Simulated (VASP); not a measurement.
TiSi2:

```
Ti Si
1.0
     0.00000    4.11752    4.26290
     2.38951    0.00000    4.26290
     2.38951    4.11752    0.00000
Ti Si
2 4
Cartesian
  3.5843 6.1763 6.3943
  2.3895 4.1175 4.2629
  1.1948 3.3975 2.1314
  1.1948 0.7200 2.1314
  2.3895 1.3387 4.2629
  2.3895 6.8963 4.2629
```

The cell is a database's computed one.

| Item | Value |
| --- | --- |
| Program | VASP 6.6.1 |
| Task | relaxation of cell and atoms |
| Functional | LDA |
| Potentials or basis | VASP PAW LDA potentials, release 64 (Ti_sv, Si) |
| Cutoff | 600 eV |
| k mesh | 5 × 5 × 5 |
| Occupations | fermi-dirac, width 0.05 eV |
| Spin | no spin polarisation |

At the start: pressure -4.9 GPa; volume 13.98 Å³/atom.

How do energy, volume and symmetry change on relaxing?

Over 5 steps the energy falls by 7.9 meV/atom and the volume is 13.51 Å³/atom (-3.4 %); space group Fddd (No. 70, to 0.05 Å).

The path:
```tsv
step	energy change (eV)	largest force (eV/Å)	pressure (GPa)	volume (Å³)
1	0.0000	0.0103	-4.89	83.88
2	-0.0125	0.0394	4.88	78.81
3	-0.0452	0.0250	0.11	81.08
4	-0.0470	0.0073	-0.02	81.03
5	-0.0471	0.0109	0.01	81.04
```

Final structure:
```
CELL_PARAMETERS angstrom
0.00000 4.05400 4.23854
2.35807 0.00000 4.23854
2.35807 4.05400 0.00000
ATOMIC_POSITIONS crystal
Ti 0.75000 0.75000 0.75000
Ti 0.50000 0.50000 0.50000
Si 0.41271 0.08729 0.41271
Si 0.08729 0.41271 0.08729
Si 0.16271 0.83729 0.16271
Si 0.83729 0.16271 0.83729
```
